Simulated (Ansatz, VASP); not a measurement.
**Ga2SbAs in two plane-wave programs**

One calculation is typed for both programs; each brings its own data sets. How far apart do they land? The cell is taken from a series of runs on this material, whose earlier steps may have relaxed, scaled, displaced or heated it; both programs get it as it stands.

Main program and level: Ansatz 0.2.0; plane waves, with VASP 6.6.1 beside it; single point at PBEsol.

## 1. The structure

The cell holds 12 atoms: 6 Ga, 3 As and 3 Sb. Cell: a = 4.172 Å, b = 4.172 Å, c = 17.591 Å, α = 90.0°, β = 90.0°, γ = 90.0°. It derives from GaAs. The structure's axis is c.

Coordinates:

```xyz
12
Lattice="4.1723 0.0000 0.0000 0.0000 4.1723 0.0000 0.0000 0.0000 17.5909" Properties=species:S:1:pos:R:3 pbc="T T T"
Ga    0.0000    0.0000    0.7621
Ga    2.0861    2.0861    3.4847
Ga    0.0000    0.0000    6.1994
Ga    2.0861    2.0861    8.9219
Ga    0.0000    0.0000   12.0651
Ga    2.0861    2.0861   15.2099
As    2.0861    0.0000    2.1233
As    0.0000    2.0861    4.8420
As    2.0861    0.0000    7.5607
Sb    0.0000    2.0861   10.4975
Sb    2.0861    0.0000   13.6375
Sb    0.0000    2.0861   16.7775
```

## 2. VASP: single point, PBEsol, pair 1

A single point gives forces, pressure and levels at one fixed geometry, so differences don't come from the geometry; what else differs is listed under the comparison.

Lines of VASP's logs that name or quote its potential files are left out, and so is its time.

INCAR

```
SYSTEM = Ga2SbAs
PREC = Accurate
ENCUT = 500
EDIFF = 1E-06
NELM = 120
ISMEAR = -1
SIGMA = 0.02
LREAL = .FALSE.
ALGO = Normal
GGA = PS
NBANDS = 66
LORBIT = 11
LWAVE = .FALSE.
LCHARG = .FALSE.
ISIF = 2
LASPH = .TRUE.
GGA_COMPAT = .FALSE.
KPAR = 4
```

POSCAR

```
Ga2SbAs
1.0
    4.1722857486      0.0000000000      0.0000000000
    0.0000000000      4.1722857486      0.0000000000
    0.0000000000      0.0000000000     17.5909108250
Ga As Sb
6 3 3
Direct
    0.0000000000      0.0000000000      0.0433254700
    0.5000000000      0.5000000000      0.1980980825
    0.0000000000      0.0000000000      0.3524179275
    0.5000000000      0.5000000000      0.5071905400
    0.0000000000      0.0000000000      0.6858709068
    0.5000000000      0.5000000000      0.8646451032
    0.5000000000      0.0000000000      0.1207067010
    0.0000000000      0.5000000000      0.2752580050
    0.5000000000      0.0000000000      0.4298093090
    0.0000000000      0.5000000000      0.5967581986
    0.5000000000      0.0000000000      0.7752580050
    0.0000000000      0.5000000000      0.9537578114
```

KPOINTS

```
Automatic mesh
0
Gamma
6 6 2
0 0 0
```

The projector-augmented-wave data sets are Ga_d, As and Sb (PBE family, release 64).

Started as:

```console
$ mpirun -np 4 vasp_std
```

Numbers of over 12 decimals in the logs are rounded to 6 here.

Log:

```text
[banner, memory and clock lines left out]
running    4 mpi-ranks, on    1 nodes
 distrk:  each k-point on    1 cores,    4 groups
 distr:  one band on    1 cores,    1 groups

 POSCAR found type information on POSCAR GaAsSb
 POSCAR found :  3 types and      12 ions
|                                                                             |
|               ----> ADVICE to this user running VASP <----                  |
|                                                                             |
|     You enforced a specific xc type in the INCAR file but a different       |
|     [... a line on the potential file left out ...]
|     I HOPE YOU KNOW WHAT YOU ARE DOING!                                     |
|                                                                             |

 LDA part: xc-table for (Slater+PW92), standard interpolation
 POSCAR, INCAR and KPOINTS ok, starting setup
 FFT: planning ... GRIDC
 FFT: planning ... GRID_SOFT
 FFT: planning ... GRID
 WAVECAR not read
 entering main loop
       N       E                     dE             d eps       ncg     rms          rms(c)
DAV:   1     0.994407222132E+03    0.99441E+03   -0.44932E+04  2834   0.216E+03
DAV:   2     0.132101866760E+03   -0.86231E+03   -0.83298E+03  2792   0.600E+02
DAV:   3    -0.386918971818E+02   -0.17079E+03   -0.16252E+03  3142   0.184E+02
DAV:   4    -0.516657485803E+02   -0.12974E+02   -0.12767E+02  3104   0.499E+01
DAV:   5    -0.522525582543E+02   -0.58681E+00   -0.58505E+00  3498   0.110E+01    0.769E+00
DAV:   6    -0.515380440880E+02    0.71451E+00   -0.12617E+00  3800   0.107E+01    0.452E+00
DAV:   7    -0.513776743917E+02    0.16037E+00   -0.77480E-01  3040   0.408E+00    0.735E-01
DAV:   8    -0.513732591247E+02    0.44153E-02   -0.15068E-01  3184   0.341E+00    0.261E-01
DAV:   9    -0.513746622423E+02   -0.14031E-02   -0.16081E-02  3328   0.121E+00    0.953E-02
DAV:  10    -0.513750533224E+02   -0.39108E-03   -0.24485E-03  3380   0.373E-01    0.645E-02
DAV:  11    -0.513752309599E+02   -0.17764E-03   -0.38671E-04  3008   0.184E-01    0.207E-02
DAV:  12    -0.513752690706E+02   -0.38111E-04   -0.93946E-05  3060   0.150E-01    0.658E-03
DAV:  13    -0.513752737033E+02   -0.46327E-05   -0.36962E-05  3942   0.348E-02    0.469E-03
DAV:  14    -0.513752746128E+02   -0.90944E-06   -0.39432E-06  2600   0.125E-02
   1 F= -.51375275E+02 E0= -.51374722E+02  d E =-.110536E-02
```

From OUTCAR (step 2):

```text
ion  position               nearest neighbor table
   1  0.000  0.000  0.043-   7 2.49   7 2.49  12 2.61  12 2.61
   2  0.500  0.500  0.198-   8 2.49   8 2.49   7 2.49   7 2.49
   3  0.000  0.000  0.352-   8 2.49   8 2.49   9 2.49   9 2.49
   4  0.500  0.500  0.507-   9 2.49   9 2.49  10 2.61  10 2.61
   5  0.000  0.000  0.686-  10 2.61  10 2.61  11 2.61  11 2.61
   6  0.500  0.500  0.865-  12 2.61  12 2.61  11 2.61  11 2.61
   7  0.500  0.000  0.121-   1 2.49   1 2.49   2 2.49   2 2.49
   8  0.000  0.500  0.275-   2 2.49   2 2.49   3 2.49   3 2.49
   9  0.500  0.000  0.430-   4 2.49   4 2.49   3 2.49   3 2.49
  10  0.000  0.500  0.597-   5 2.61   5 2.61   4 2.61   4 2.61
  11  0.500  0.000  0.775-   5 2.61   6 2.61   6 2.61   5 2.61
  12  0.000  0.500  0.954-   6 2.61   6 2.61   1 2.61   1 2.61

  LATTYP: Found a simple tetragonal cell.
 ALAT       =     4.1722857486
 C/A-ratio  =     4.2161328070

 Subroutine GETGRP returns: Found  8 space group operations
 (whereof  4 operations were pure point group operations)

The static configuration has the point symmetry C_2v.
 The point group associated with its full space group is D_2d.

 Found     20 irreducible k-points:

   k-points           NKPTS =     20   k-points in BZ     NKDIM =     20   number of bands    NBANDS=     66

   dimension x,y,z NGX =    30 NGY =   30 NGZ =  128
   dimension x,y,z NGXF=    60 NGYF=   60 NGZF=  256

   ENCUT  =  500.0 eV  36.75 Ry    6.06 a.u.   7.61  7.61 32.07*2*pi/ulx,y,z

   NELECT =     108.0000    total number of electrons

 k-points in reciprocal lattice and weights: Automatic mesh
   0.00000000  0.00000000  0.00000000       0.014
   0.16666667  0.00000000  0.00000000       0.056
   0.33333333  0.00000000  0.00000000       0.056
   0.50000000  0.00000000  0.00000000       0.028
   0.16666667  0.16666667  0.00000000       0.056
   0.33333333  0.16666667  0.00000000       0.111
   0.50000000  0.16666667  0.00000000       0.056
   0.33333333  0.33333333  0.00000000       0.056
   0.50000000  0.33333333  0.00000000       0.056
[...]
0.50000000  0.33333333  0.50000000       0.056
   0.50000000  0.50000000  0.50000000       0.014

 average (electrostatic) potential at core
       1 -65.8316       2 -65.9050       3 -65.9050       4 -65.8316       5 -65.7593
       6 -65.7593       7 -49.9359       8 -49.8978       9 -49.9359      10 -87.6280
      11 -87.6650      12 -87.6280

 E-fermi :   4.4830

 k-point     1 :       0.0000    0.0000    0.0000
  band No.  band energies     occupation
    ...
     51       3.4392      2.00000
     52       4.3309      1.99900
     53       4.4536      1.62578
     54       4.4743      1.21428
     55       4.4743      1.21427
     56       5.1970      0.00000
     57       5.2907      0.00000
     58       5.6941      0.00000
     59       5.7058      0.00000
     60       6.3134      0.00000
    ...

 k-point     2 :       0.1667    0.0000    0.0000
  band No.  band energies     occupation
    ...
     50       3.3924      2.00000
     51       3.4133      2.00000
     52       3.5083      2.00000
     53       3.6536      2.00000
     54       4.3825      1.98696
     55       5.4941      0.00000
     56       5.7463      0.00000
     57       5.8392      0.00000
     58       6.1770      0.00000
     59       6.2341      0.00000
    ...

 k-point     3 :       0.3333    0.0000    0.0000
  band No.  band energies     occupation
    ...
     50       3.2059      2.00000
     51       3.4132      2.00000
     52       3.4188      2.00000
     53       3.6164      2.00000
     54       4.0835      2.00000
     55       5.0321      0.00000
     56       5.0896      0.00000
     57       5.8754      0.00000
     58       6.3189      0.00000
     59       6.4305      0.00000
    ...

  Total        0.2612751      0.2612751      0.2812404      0.0000000      0.0000000      0.0000000
  in kB        1.3670115      1.3670115      1.4714717      0.0000000      0.0000000      0.0000000
  external PRESSURE =       1.4018316 kB  Pullay stress =       0.0000000 kB

  energy-cutoff  :      500.00
  volume of cell :      306.22
      direct lattice vectors                 reciprocal lattice vectors
     4.172285749  0.000000000  0.000000000     0.239676777  0.000000000  0.000000000
     0.000000000  4.172285749  0.000000000     0.000000000  0.239676777  0.000000000
     0.000000000  0.000000000 17.590910825     0.000000000  0.000000000  0.056847540

 POSITION                                       TOTAL-FORCE (eV/Angst)
 -----------------------------------------------------------------------------------
      0.00000      0.00000      0.76213         0.000000      0.000000     -0.004113
      2.08614      2.08614      3.48473         0.000000      0.000000      0.000133
      0.00000      0.00000      6.19935         0.000000      0.000000     -0.000133
      2.08614      2.08614      8.92194         0.000000      0.000000      0.004113
      0.00000      0.00000     12.06509         0.000000      0.000000      0.002140
      2.08614      2.08614     15.20989         0.000000      0.000000     -0.002140
      2.08614      0.00000      2.12334         0.000000      0.000000      0.001500
      0.00000      2.08614      4.84204         0.000000      0.000000     -0.000000
      2.08614      0.00000      7.56074         0.000000      0.000000     -0.001500
      0.00000      2.08614     10.49752         0.000000      0.000000     -0.001345
      2.08614      0.00000     13.63749         0.000000      0.000000      0.000000
      0.00000      2.08614     16.77747         0.000000      0.000000      0.001345
 -----------------------------------------------------------------------------------
    total drift:                                0.000000      0.000000     -0.000008

  FREE ENERGIE OF THE ION-ELECTRON SYSTEM (eV)
  ---------------------------------------------------
  free  energy   TOTEN  =       -51.3752746128 eV

  energy  without entropy=      -51.3741692577  energy(sigma->0) =      -51.37472194

 total charge
# of ion       s       p       d       tot
------------------------------------------
    1        0.897   0.778   9.976  11.651
    2        0.887   0.750   9.986  11.624
    3        0.887   0.750   9.986  11.624
    4        0.897   0.778   9.976  11.651
    5        0.907   0.808   9.968  11.683
    6        0.907   0.808   9.968  11.683
    7        1.219   1.546   0.028   2.794
    8        1.219   1.554   0.028   2.800
    9        1.219   1.546   0.028   2.794
   10        1.126   1.371   0.030   2.527
   11        1.127   1.364   0.030   2.521
   12        1.126   1.371   0.030   2.527
--------------------------------------------------
tot         12.420  13.424  60.034  85.878

[... 3 further parts left out ...]
```

The run ends at a pressure of 0.14 GPa, with forces up to 0.0041 eV/Å.

## 3. Ansatz: single point, PBEsol, pair 1

Ansatz runs on its PAW soft_1 files.

The same cell, functional, mesh and smearing now go to Ansatz, which takes its cutoff from its data sets.

input.yaml

```yaml
crystal:
  lattice:
    - [4.1722857486, 0.0, 0.0]
    - [0.0, 4.1722857486, 0.0]
    - [0.0, 0.0, 17.590910825]
  atoms:
    - { symbol: Ga, position: [0.0, 0.0, 0.04332547] }
    - { symbol: As, position: [0.5, 0.0, 0.120706701] }
    - { symbol: Ga, position: [0.5, 0.5, 0.1980980825] }
    - { symbol: As, position: [0.0, 0.5, 0.275258005] }
    - { symbol: Ga, position: [0.0, 0.0, 0.3524179275] }
    - { symbol: As, position: [0.5, 0.0, 0.429809309] }
    - { symbol: Ga, position: [0.5, 0.5, 0.50719054] }
    - { symbol: Sb, position: [0.0, 0.5, 0.5967581986] }
    - { symbol: Ga, position: [0.0, 0.0, 0.6858709068] }
    - { symbol: Sb, position: [0.5, 0.0, 0.775258005] }
    - { symbol: Ga, position: [0.5, 0.5, 0.8646451032] }
    - { symbol: Sb, position: [0.0, 0.5, 0.9537578114] }
kpoints:
  mp_grid: { grid: [6, 6, 2] }
  band_path:
    path:
      - [[0.0, 0.0, 0.0], [0.0, 0.5, 0.0], [0.5, 0.5, 0.0], [0.0, 0.0, 0.0], [0.0, 0.0, 0.5], [0.0, 0.5, 0.5], [0.5, 0.5, 0.5], [0.0, 0.0, 0.5]]
      - [[0.0, 0.5, 0.0], [0.0, 0.5, 0.5]]
      - [[0.5, 0.5, 0.0], [0.5, 0.5, 0.5]]
    npoints: 10
hamiltonian:
  xc: pbesol
  pseudopotentials: { kind: paw, azcp: { folder: soft_1 }, xc_functional: pbe }
scf:
  occupations: { method: fermi_dirac, width: 0.02 }
  n_extra_bands: 8
output:
  eigenvalues: true
  forces: true
  stress: true
  write_density: true
  write_potential: true
  elf: true
  volumetric_format: npy
```

Started as:

```console
$ ansatz run input.yaml --threads 4 --pin off --max-ram 17510MiB --backend cpu --events-out ev --progress --plain --runs-dir out
```

Log:

```text
scf.n_extra_bands = 8 over 84 filled bands (N_el = 168.0): the run solves 92 bands
Engine: ansatz 0.2.0, aarch64-unknown-linux-gnu
Pseudopotentials: kind: paw
Pseudopotential: Ga, paw, valence charge 13, recommended cutoff 420 eV (normal), soft_1/Ga.paw.azcp
Pseudopotential: As, paw, valence charge 15, recommended cutoff 420 eV (normal), soft_1/As.paw.azcp
Pseudopotential: Sb, paw, valence charge 15, recommended cutoff 420 eV (normal), soft_1/Sb.paw.azcp
Functional definition: PBEsol
  exchange = pbesol_x
  correlation = pbesol_c
Crystal: 12 atoms, lattice volume = 306.222 Å³
Basis set: ecut = 420 eV, 5955 PW (Γ), exchange–correlation on 60×60×240 points (8 copies of the dense FFT grid, shifted against one another)
Bands: 92, of which v1, the nominal top of the filled ones, is band 84 counted from 1 (83 counted from 0)
Symmetry: 8 space group operations
Space group: P-4m2 (ITA 115), of the structure as read, at distance tolerance 6.7e-5 Å
k-points: 20 of 72
Non-local potential: Ga, projectors of the file, l = 0: 2, l = 1: 2, l = 2: 3, l = 3: 1
Non-local potential: As, projectors of the file, l = 0: 2, l = 1: 2, l = 2: 3, l = 3: 1
Non-local potential: Sb, projectors of the file, l = 0: 2, l = 1: 2, l = 2: 2, l = 3: 1
PAW form: soft (Blöchl's): semilocal exchange-correlation on the pseudo side does not see the compensation charge
PAW frozen core: Ga, regenerated for the run's functional, and the local potential with it (the file was generated under x = pbe(κ = 0.804, μ = 0.219515), c = pbe(β = 0.066725))
PAW frozen core: As, regenerated for the run's functional, and the local potential with it (the file was generated under x = pbe(κ = 0.804, μ = 0.219515), c = pbe(β = 0.066725))
PAW frozen core: Sb, regenerated for the run's functional, and the local potential with it (the file was generated under x = pbe(κ = 0.804, μ = 0.219515), c = pbe(β = 0.066725))
PAW one-centre angular grid: Ga, 590 points (default); XC on 64 Gauss nodes
PAW one-centre angular grid: As, 590 points (default); XC on 64 Gauss nodes
PAW one-centre angular grid: Sb, 590 points (default); XC on 64 Gauss nodes
Initial density: superposition of atomic densities (chi_scale 0.1, normalization cell, long waves kept (reshape's long-wave potential 0.97 eV rms))
Initial wavefunctions: pseudopotential atomic-orbital guess
Functional: x = pbesol(κ = 0.804, μ = 0.123457), c = pbesol(β = 0.046)
SCF iter   1: F=—  HF=-56126.804043 eV  |F-HF|=—  |Δ(HF+E_count)|=         —  Δρ=3.72e-2  dr2=1.42e1  ethr=3.10e-3  ⟨swp⟩=6.2  Hψ=7265  notcnv=0
preconditioner: auto → Kerker (q_TF=auto, 2.469 Å⁻¹)  [metal: Δε(μ)=0.079 eV  Ē_g=12.868 eV  σ=0.020 eV  W_gap=0.49  n_scr=84 (ndim 8)  ℏωp=22.1 eV  f_vac=0.004  D(μ)=0.81/eV (n_scr^D=2)]
SCF iter   2: F=—  HF=-56126.244411 eV  |F-HF|=—  |Δ(HF+E_count)|=   5.60e-1  Δρ=2.33e-2  dr2=9.82e0  ethr=3.10e-3  ⟨swp⟩=1.9  Hψ=2289  notcnv=0  defer=40
preconditioner: auto → Resta (q_TF=auto, 2.469 Å⁻¹)  ε∞=3.9  [insulator: Δε(μ)=0.209 eV  Ē_g=12.884 eV  σ=0.020 eV  W_gap=0.54  n_scr=84 (ndim 8)  ℏωp=22.1 eV  f_vac=0.007  D(μ)=0.81/eV (n_scr^D=2)  ε∞_Penn≈3.9]
SCF iter   3: F=—  HF=-56125.429531 eV  |F-HF|=—  |Δ(HF+E_count)|=   8.15e-1  Δρ=1.07e-2  dr2=3.70e0  ethr=3.10e-3  ⟨swp⟩=3.9  Hψ=4624  notcnv=0  defer=50
SCF iter   4: F=—  HF=-56125.110493 eV  |F-HF|=—  |Δ(HF+E_count)|=   3.19e-1  Δρ=4.21e-3  dr2=2.40e-1  ethr=2.20e-3  ⟨swp⟩=2.6  Hψ=2519  notcnv=0  defer=46
SCF iter   5: F=—  HF=-56125.099080 eV  |F-HF|=—  |Δ(HF+E_count)|=   1.14e-2  Δρ=1.46e-3  dr2=3.10e-2  ethr=1.43e-4  ⟨swp⟩=2.6  Hψ=2376  notcnv=0  defer=51
SCF iter   6: F=—  HF=-56125.094400 eV  |F-HF|=—  |Δ(HF+E_count)|=   4.68e-3  Δρ=6.93e-4  dr2=4.91e-3  ethr=1.85e-5  ⟨swp⟩=2.1  Hψ=2886  notcnv=0  defer=51
SCF iter   7: F=—  HF=-56125.093942 eV  |F-HF|=—  |Δ(HF+E_count)|=   4.59e-4  Δρ=2.27e-4  dr2=2.51e-4  ethr=2.92e-6  ⟨swp⟩=2.0  Hψ=2852  notcnv=0  defer=51
SCF iter   8: F=—  HF=-56125.094077 eV  |F-HF|=—  |Δ(HF+E_count)|=   1.35e-4  Δρ=6.02e-5  dr2=1.91e-5  ethr=1.50e-7  ⟨swp⟩=2.0  Hψ=3282  notcnv=0  defer=51
SCF iter   9: F=—  HF=-56125.094093 eV  |F-HF|=—  |Δ(HF+E_count)|=   1.65e-5  Δρ=2.41e-5  dr2=1.87e-6  ethr=1.14e-8  ⟨swp⟩=2.0  Hψ=3505  notcnv=0  defer=51
SCF iter  10: F=—  HF=-56125.094094 eV  |F-HF|=—  |Δ(HF+E_count)|=   6.11e-7  Δρ=9.57e-6  dr2=2.76e-7  ethr=1.11e-9  ⟨swp⟩=2.0  Hψ=3474  notcnv=0  defer=51
SCF iter  11: F=-56125.094094 eV  HF=-56125.094094 eV  |F-HF|=1.19e-8  |Δ(HF+E_count)|=   1.44e-7  Δρ=4.46e-6  dr2=5.27e-8  ethr=5.95e-11  ⟨swp⟩=15.3  Hψ=15935  notcnv=0
SCF 1 converged in 11 iterations: F = -56125.094094 eV  dr2 = 5.27e-8
  greatest PAW one-centre occupation: 0.999 electrons in one spin orbital (limit 2), on the As atom at site 1 (counted from 0), in its partial waves of l = 2
NSCF: frozen V_eff on 93 k-points
SCF converged after 11 iterations
Free energy (F): -56125.094094 eV
Harris-Foulkes:  -56125.094094 eV  (|F-HF|=1.19e-8)
Internal energy: -56125.093006 eV  (E = F + TS)
E sigma→0 (E₀):  -56125.093550 eV
Entropy (-TS):   -0.001088 eV (-0.091 meV/atom)
Fermi energy:    7.897734 eV
--- Per-component energies (eV) ---
  E_band       = -1751.856722
  E_kinetic    = 1456.656462
  E_local      = -21717.761905  (includes V_loc(G=0)·N_el)
  E_nonlocal   = -552.604960
  E_hartree    = 11874.487960
  E_xc         = -879.353985
  E_vxc        = -827.326867  (∫ρ·V_xc dr)
  E_paw        = -31032.458608  (= ΣΔE_a)
  E_vpaw       = -3859.787542  (= ΣTr[D̂ρ^β])
  E_aug_tail   = -0.000861  (compensation charges beyond the density's cutoff)
  E_ewald      = -15283.129840
  E_core_change = 9.072730  (= ΣΔE_core)
  E_smearing   = -0.001088  (= −TS)
  E_closure    = -0.000000  (closes the sum)
  Σ components = -56125.094094   (vs F -56125.094094, Δ=0.00e0)
--- Forces (eV/Å), atoms counted from 1 ---
  atom   1  Ga    -0.00000000     0.00000000    -0.00324329
  atom   2  As     0.00000000     0.00000000     0.00143507
  atom   3  Ga    -0.00000000     0.00000000     0.00037584
  atom   4  As     0.00000000     0.00000000     0.00000000
  atom   5  Ga     0.00000000     0.00000000    -0.00037584
  atom   6  As    -0.00000000     0.00000000    -0.00143507
  atom   7  Ga     0.00000000     0.00000000     0.00324329
  atom   8  Sb    -0.00000000     0.00000000    -0.00122812
  atom   9  Ga    -0.00000000     0.00000000     0.00136393
  atom  10  Sb    -0.00000000     0.00000000     0.00000000
  atom  11  Ga     0.00000000     0.00000000    -0.00136393
  atom  12  Sb    -0.00000000     0.00000000     0.00122812
  max |Σ_I F_I| component: 2.60e-18 eV/Å
--- Stress (GPa, compression-positive) ---
        0.027966       0.000000      -0.000000
        0.000000       0.027966       0.000000
        0.000000       0.000000       0.041903
  P = ⅓ Tr σ = 0.0326 GPa (0.326 kbar)
--- Band table (eV; the first three rows and the last of 20) ---
  k-point 0: bands = [... 80 lower, 6.8599, 7.7482, 7.8632, 7.8904, 7.8904, 8.6254, 8.7183, 9.1194, ... 4 higher]
  k-point 1: bands = [... 80 lower, 7.2289, 7.2289, 7.7297, 7.7297, 8.6001, 8.6581, 9.0999, 9.2112, ... 4 higher]
  k-point 2: bands = [... 80 lower, 6.8338, 6.9285, 7.0743, 7.7989, 8.9193, 9.1663, 9.2607, 9.5945, ... 4 higher]
  k-point 19: bands = [... 80 lower, 4.9127, 4.9798, 5.0306, 5.0316, 9.2842, 9.2842, 9.4774, 9.4901, ... 4 higher]
```

## 4. Side by side

Known differences besides the potentials themselves: the data sets hold 168 valence electrons in Ansatz (on its PAW soft_1 files) and 108 in VASP; the cutoff is 420 eV in Ansatz and 500 eV in VASP; Ansatz makes its cores anew for this functional, VASP keeps those of its PBE data sets. Total energies have different zeros and are not compared.

The two programs side by side:

| quantity | Ansatz | VASP | difference |
| --- | --- | --- | --- |
| pressure (GPa) | 0.03 | 0.14 | -0.11 |

(Continued in part 2 of 2.)

[Lines on the potential files, build, host, timing and source positions are cut from VASP's logs without a mark.]

[Logs are printed without paths, hosts, clocks, repeated set-up lines and the standing remarks that a program may print on its own settings, such as how far it seeks lower states.]

[Hosts, paths, dates, database ids (printed as entryN), source tags and the programs' standing remarks are cut or masked in the printed files.]
